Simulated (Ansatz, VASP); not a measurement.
**One calculation of Ba, two programs**

```
Ba
1.0
    -2.50000    2.50000    2.50000
     2.50000   -2.50000    2.50000
     2.50000    2.50000   -2.50000
Ba
1
Direct
  0.00000 0.00000 0.00000
```

Alike in both runs: task relaxation of cell and atoms; functional PBE; dispersion D3(BJ); k mesh 12 × 12 × 12; occupations gaussian, width 0.1 eV; no spin polarisation.

|  | VASP | Ansatz |
| --- | --- | --- |
| version | VASP 6.6.1 | Ansatz 0.2.0 |
| potentials or method | VASP PAW PBE potentials, release 64 (Ba_sv) | scalar-relativistic, plane waves, PAW |
| plane-wave cutoff (eV) | 600 | 420 |
| valence electrons in the cell | 10 | 10 |

Ansatz gave:

* gap on the k mesh at the Fermi level, each at its own relaxed structure (eV): none
* relaxed volume (Å³/atom): 59.41
* relaxed cell length with the largest relative difference (Å): 4.258
* energy change over the relaxation (meV/atom): -4

Question: What did VASP give for the same quantities?

Answer: gap on the k mesh at the Fermi level, each at its own relaxed structure (eV): none; relaxed volume (Å³/atom): 60.03; relaxed cell length with the largest relative difference (Å): 4.272; energy change over the relaxation (meV/atom): -3.

A gap of «none» marks a metal or a gap that the smearing closes.

Caveats: pairwise dispersion overbinds metals, which lowers pressure and volume. Spin-orbit coupling is left out, which matters for the levels of Ba.
